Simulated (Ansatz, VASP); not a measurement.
**Mg in VASP and in Ansatz**

```
Mg
1.0
     3.02451    0.00000    0.00000
     0.00000    3.02451    0.00000
     0.00000    0.00000    3.02451
Mg
1
Direct
  0.00000 0.00000 0.00000
```

Alike in both runs: task single point; functional PBE; k mesh 14 × 14 × 14; occupations gaussian, width 0.1 eV; no spin polarisation.

|  | VASP | Ansatz |
| --- | --- | --- |
| version | VASP 6.6.1 | Ansatz 0.2.0 |
| potentials or method | VASP PAW PBE potentials, release 64 (Mg) | scalar-relativistic, plane waves, PAW |
| plane-wave cutoff (eV) | 520 | 420 |
| valence electrons in the cell | 2 | 10 |

Ansatz gave:

```
gap on the k mesh at the Fermi level (eV) : none
pressure (GPa)                            : 0.0
```

**Question.** Estimate VASP's values.

**Answer.** gap on the k mesh at the Fermi level (eV): none; pressure (GPa): -0.1.

A gap of «none» marks a metal or a gap that the smearing closes. With one functional, cell and mesh, what is left measures potentials, basis and numerics. The two sets of potentials don't hold the same shells in valence.
